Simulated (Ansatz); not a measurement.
# ScAl: the cost of one run

Method: DFT PBE, scalar-relativistic, plane waves, PAW, in Ansatz 0.2.0.

1 further run of the same task is left out (it didn't finish).

### 1 Starting point

It takes space group P6_3/mmc (No. 194, hexagonal). Conventional cell: a = 3.758 Å, b = 3.758 Å, c = 5.755 Å, α = 90.00°, β = 90.00°, γ = 120.00°. Around Sc (site symmetry -6m2) lie 6 Al at 2.60 Å. Around Al (site symmetry -3m) lie 6 Sc at 2.60 Å and 2 Al at 2.88 Å.

As a file:

```
CELL_PARAMETERS angstrom
3.75789 0.00000 0.00000
-1.87894 3.25443 0.00000
0.00000 0.00000 5.75465
ATOMIC_POSITIONS crystal
Sc 0.33333 0.66667 0.25000
Sc 0.66667 0.33333 0.75000
Al 0.00000 0.00000 0.00000
Al 0.00000 0.00000 0.50000
```

A structure generator made this guess: species swapped into a database cell of TiSb (P6_3/mmc, No. 194), with Al on the Ti sites and Sc on the Sb sites. Lengths come from tabulated atomic sizes and are only a guess.

### 2 A first look at the guess

input.yaml reads:

```yaml
crystal:
  lattice:
    - [3.75788893, 0.0, 0.0]
    - [-1.87894447, 3.25442728, 0.0]
    - [0.0, 0.0, 5.75465491]
  atoms:
    - { symbol: Sc, position: [0.33333333, 0.66666667, 0.25] }
    - { symbol: Sc, position: [0.66666667, 0.33333333, 0.75] }
    - { symbol: Al, position: [0.0, 0.0, 0.0] }
    - { symbol: Al, position: [0.0, 0.0, 0.5] }
basis:
  ecutwfc: 420
kpoints:
  mp_grid: { grid: [6, 6, 4] }
hamiltonian:
  xc: pbe
scf:
  occupations: { method: gaussian, width: 0.1 }
  lower_state_search: "off"
output:
  forces: true
  stress: true
  eigenvalues: true
```

Command:

```console
ansatz run input.yaml --threads 1 --pin off --max-ram 2560MiB --backend cpu --events-out ev --progress --plain --runs-dir out
```

What time and memory should one allow on 1 thread of Intel Xeon Platinum 8259CL at 2.50GHz (Skylake/Cascade Lake), shared host?

About 2.6 s, with a peak of 0.38 GiB.
